Silica can be built, on paper, as a stack of sandwiches. Each holds a sheet of silicon between two sheets of oxygen, and the space between one sandwich and the next is empty. The table follows this invented crystal through compression and expansion; a negative pressure means that it is being pulled apart.

Ansatz 0.2.0, PBE with D3(BJ) dispersion, scalar-relativistic, no spin polarization, for SiO₂ (R-3m, 3 atoms per cell); PAW, plane-wave cutoff 420 eV, 12×12×12 k mesh, Gaussian smearing of 0.02 eV. Cell shape and atoms are relaxed at each volume. Energies count from the minimum of the fitted Birch–Murnaghan curve; positive pressure means compression.

| volume (Å³/atom) | energy over minimum (meV/atom) | pressure (GPa) |
| --- | --- | --- |
| 8.39 | 31.30 | 11.320 |
| 8.67 | 15.30 | 6.990 |
| 8.96 | 5.90 | 3.840 |
| 9.24 | 1.30 | 1.530 |
| 9.53 | 0.00 | 0.020 |
| 9.82 | 0.90 | -0.920 |
| 10.10 | 3.00 | -1.480 |
| 10.48 | 7.00 | -1.820 |

A third-order Birch–Murnaghan curve was fitted to the energies of all eight rows. It gives an equilibrium volume $V_0$ of 9.54 Å³/atom, a bulk modulus $B_0$ of 40.2 GPa and a pressure derivative $B'$ of 14.05, where about 4 is ordinary for a solid. With $x=(V_0/V)^{1/3}$, its pressure at volume $V$ is

$$P=\tfrac32B_0\,(x^7-x^5)\left[1+\tfrac34(B'-4)(x^2-1)\right].$$

The pressures in the table come from the stress in each run. They did not enter the fit and can therefore test it.

**(a) Does the fitted curve describe the crystal over the whole table, and which quantity shows best where it fails?**

*Solution.* Start with the ordinary derivative, $B'=4$, which turns the square bracket into 1. At the smallest volume the formula then gives 6.7 GPa, 41% below the pressure from the stress. At the largest volume it overstates the tension by 73%. The crystal stiffens much faster on compression, and softens much faster on expansion, than an ordinary solid with the same $B_0$.

The fitted derivative repairs most of this. The curve follows the energies to about 0.03 meV/atom, and at the largest volume it gives −1.70 GPa where the stress gives −1.82 GPa. Judged by energy alone, the fit looks excellent.

The slope of the pressure is a sharper test. Between two neighbouring rows, the stiffness is the drop in pressure divided by the relative increase in volume. In the last interval the stresses give 9.2 GPa and the fit only 5.9 GPa, about a third too little, whereas in the other six intervals the two agree within 4%. A small error in energy has become a large error in stiffness, because stiffness is a second derivative of the energy.

The energies themselves confirm the direction of this error. From the last interval but one to the last, the mean pressure obtained from energy differences goes from −1.21 to −1.66 GPa. On the fitted curve it goes only from −1.24 to −1.63 GPa. The shortfall therefore belongs to the shape of the curve and is not merely a fault of the calculated stress.

**(b) What does the curve predict beyond the last row, and could the trouble have been foreseen from $B'$ alone?**

*Solution.* The sign of the pressure on expansion depends on the square bracket. As the crystal expands, $x^2$ falls below 1 and the bracket shrinks along a straight line in $x^2$. It reaches zero at

$$x^2=1-\frac{4}{3(B'-4)}.$$

This is a real, finite volume whenever $B'$ exceeds $16/3$, or about 5.3. A derivative of 14.05 is far above that threshold.

Here the crossing lies at 11.8 Å³/atom. Beyond it the formula gives a positive pressure, as though a crystal that has been pulled apart were pushing itself further apart. The fitted energy has a false maximum at the same point, only 16 meV/atom above equilibrium. In reality the attraction between separating layers fades, and the energy levels off at the cost of separating them.

The damage begins before the crossing. The fitted tension reaches its greatest value, about 1.7 GPa, close to the last row, and an engineer might read this as the ideal strength of the crystal. Yet the calculated crystal already carries 1.82 GPa in that row. Its tension is still growing between the last two rows, so the curve places the limit too low.

A second formula shows how little the three constants settle outside the data. The Vinet form, given the same $V_0$, $B_0$ and $B'$, yields −1.5 GPa at 1.3 times the equilibrium volume, where the Birch–Murnaghan form yields +1.3 GPa. The Vinet form has the sensible sign there, but with these borrowed constants it misses the most compressed row, giving 12.5 GPa against 11.3 GPa from the stress. To rank the two forms within the table, the Vinet constants would have to be fitted afresh. Neither formula should be trusted for the strength of the stack.

**(c) Why does this crystal have such a large pressure derivative, and why does the fit fail on expansion?**

*Solution.* Suppose that the sandwiches are rigid and that only the empty gap changes. In the equilibrium cell the layers repeat every $d=4.57$ Å, of which the gap between oxygen planes takes $g=2.74$ Å, or 60%. A given relative change in volume is then concentrated in one direction and in only part of the length along that direction. The gap feels a much larger strain than the crystal as a whole.

To turn this into a number, describe how unevenly a contact resists squeezing and stretching by $q=-r\,E'''/E''$. Here $r$ is the length of the contact, and $E''$ and $E'''$ are the second and third derivatives of the energy with respect to that length, at equilibrium. The definition of the bulk modulus gives, at zero pressure,

$$B'=-1-V\,\frac{d^3E/dV^3}{d^2E/dV^2}.$$

If all lengths change together, $V$ is proportional to $r^3$ and the result is $B'=1+q/3$. An ordinary $B'$ of 4 therefore corresponds to $q=9$. If only the gap changes, $r$ becomes $g$ and $V$ is proportional to $d$, which gives

$$B'=q\,\frac dg-1=9\times\frac{4.57}{2.74}-1\approx14.$$

Putting the whole strain into one direction would raise the derivative from 4 to 8. Confining it to the gap raises it further, to 14.

The close match to the fitted 14.05 should not be taken too literally. Contacts that would give an ordinary solid a derivative of 3 or 5, instead of 4, would give this stack 9 or 19. The estimate also treats the height of the gap as the length of a contact. The oxygen atoms on its two sides are in fact staggered, so their distances are longer and change less than the gap does; allowing for this with the same $q$ lowers the result by roughly a third. The estimate explains why the derivative is large, but it can't fix its value. Its message is that the geometry magnifies whatever unevenness the contacts have. Once the staggering is allowed for, ordinary contacts no longer suffice for a derivative of 14. Those across the gap are therefore probably more uneven than in an ordinary solid, as is common where a weak attraction meets a steep repulsion.

The cell shapes support the assumption about direction. The most compressed run started from a cell whose ratio of height to in-plane edge was 7% below the equilibrium value, a shape apparently inherited from relaxation at a neighbouring volume. Equal shrinkage in all directions would have left that ratio unchanged. The crystal thus yields mainly across its layers, although the sandwiches are not perfectly rigid.

The same geometry explains the failure on expansion. At the largest volume the crystal has grown by 10%. In an ordinary solid each contact would be about 3% longer, but if the gap takes all the growth it widens by $10\%/0.60\approx17\%$. The third-order formula extends the behaviour near equilibrium by a straight line in its bracket, while the pull across a widening gap should pass through a maximum and then fade gradually. That line falls too fast, which is why the fitted stiffness vanishes too early.

A dense silica such as stishovite, whose octahedra are linked in all three directions, has no empty gap to absorb the strain. Compression there must work against the strong silicon–oxygen framework, so a much larger bulk modulus and a more ordinary derivative are to be expected. In the layered form, 40 GPa describes mainly the soft spaces between sandwiches, and only near equilibrium. The stiffness from the stresses ranges from 129 GPa in the most compressed interval to 9 GPa in the most expanded one; the printed analysis after this text lists the intervals between.

For practical use, compare the fitted $B'$ with $16/3$ before using a third-order Birch–Murnaghan curve for a stretched crystal. If it is larger, the curve must eventually turn over, however well it matches the energies. The formula in (b) then tells where. For a derivative only just above $16/3$ the crossing lies far beyond any volume of interest, but here it comes when the crystal has grown by only about a quarter. Take the stiffness from neighbouring calculated pressures, and calculate further volumes before quoting a strength.

The analysis program printed:

```
Pressures in GPa:
    row  from stress  derivative 4  third-order fit  Vinet same constants  fit less stress
   8.39        11.32         6.687            11.19                 12.53          -0.1252
   8.67         6.99         4.621            6.898                 7.375         -0.09223
   8.96         3.84         2.851            3.766                 3.888         -0.07363
   9.24         1.53         1.332            1.543                 1.556          0.01288
   9.53         0.02       0.02647          0.02655               0.02655         0.006555
   9.82        -0.92        -1.098          -0.9397               -0.9483         -0.01966
   10.1        -1.48        -2.066           -1.479                -1.541        0.0009521
  10.48        -1.82        -3.152           -1.699                -1.939            0.121
Interval from the row above to this row (GPa):
    row  mid volume  stiffness from stress  stiffness of fit  mean pressure from energies  mean pressure of fit
   8.67        8.53                  129.2             128.2                        8.963                 8.937
   8.96       8.815                  97.13             96.55                        5.245                 5.247
   9.24       9.101                  73.53             70.78                        2.553                 2.588
   9.53       9.387                  49.58             49.79                       0.7341                0.7329
   9.82       9.673                   31.8             32.69                      -0.4741               -0.4968
   10.1       9.959                  19.51             18.79                       -1.213                -1.241
  10.48       10.29                   9.18             5.938                       -1.663                 -1.63
Fitted tangent bulk modulus at largest volume (GPa): -0.3148
Tangent there by straight continuation of stress slopes (GPa): 2.96
Fit stiffness error in last interval (percent): -35.32
Error with derivative 4 at smallest volume (percent): -40.93
Error in tension with derivative 4 at largest volume (percent): 73.19
Volume where fitted pressure turns positive again (A^3/atom): 11.81
Fitted energy at that false maximum (meV/atom): 15.8
Third-order pressure at 1.3 times equilibrium volume (GPa): 1.311
Vinet pressure at the same volume (GPa): -1.548
Layer geometry and estimated derivative, same in all rows:
    row  layer repeat A  empty gap A  gap share percent  B' one direction only  B' gap only
   8.39           4.572         2.74              59.93                      8        14.02
   8.67           4.572         2.74              59.93                      8        14.02
   8.96           4.572         2.74              59.93                      8        14.02
   9.24           4.572         2.74              59.93                      8        14.02
   9.53           4.572         2.74              59.93                      8        14.02
   9.82           4.572         2.74              59.93                      8        14.02
   10.1           4.572         2.74              59.93                      8        14.02
  10.48           4.572         2.74              59.93                      8        14.02
Gap-only derivative if ordinary derivative were 3: 9.011
Gap-only derivative if ordinary derivative were 5: 19.02
Change of c/a, start cell of smallest volume against equilibrium (percent): -6.941
```
